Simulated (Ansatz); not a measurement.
# CdI2 (P-3m1): a single-point run

Aim: a sound single-point run of CdI2 (P-3m1). The structure is shown as the input types it.

Method: DFT PBE, scalar-relativistic, plane waves, PAW, in Ansatz 0.2.0.

### 1 Starting point

The structure is trigonal, space group P-3m1 (No. 164). Conventional cell: a = 4.330 Å, b = 4.330 Å, c = 7.815 Å, α = 90.00°, β = 90.00°, γ = 120.00°. Around Cd (site symmetry -3m) lie 6 I at 3.03 Å. Around I (site symmetry 3m) lie 3 Cd at 3.03 Å.

Structure file:

```
Cd I
1.0
     4.32971    0.00000    0.00000
    -2.16486    3.74964    0.00000
     0.00000    0.00000    7.81513
Cd I
1 2
Direct
  0.00000 0.00000 0.00000
  0.33333 0.66667 0.21995
  0.66667 0.33333 0.78005
```

### 2 The run

File input.yaml:

```yaml
crystal:
  lattice:
    - [4.329711835445, 0.0, 0.0]
    - [-2.164855917722, 3.749640440561, 0.0]
    - [0.0, 0.0, 7.8151330911]
  atoms:
    - { symbol: Cd, position: [0.0, 0.0, 0.0] }
    - { symbol: I, position: [0.3333333333333, 0.6666666666667, 0.2199462801] }
    - { symbol: I, position: [0.6666666666667, 0.3333333333333, 0.7800537199] }
basis:
  ecutwfc: 420
  ecutrho_ratio: 4
kpoints:
  mp_grid: { grid: [10, 10, 6] }
hamiltonian:
  xc: pbe
scf:
  occupations: { method: fixed }
  max_iter: 80
output:
  forces: true
  stress: true
```

Command:

```console
> ansatz run input.yaml --threads 2 --pin off --max-ram 2662MiB --backend cpu --events-out ev --progress --plain --runs-dir out
```

Q: Will this input give a usable result? If not, why, and what should change?

This run ends as converged. Convergence says nothing about whether the input makes sense.

Fixed occupations are right only where a gap separates filled from empty bands at every k-point. This system has one (2.43 eV on the mesh), so they are sound here.

The occupations need no remedy; a run with other occupations serves as a check.
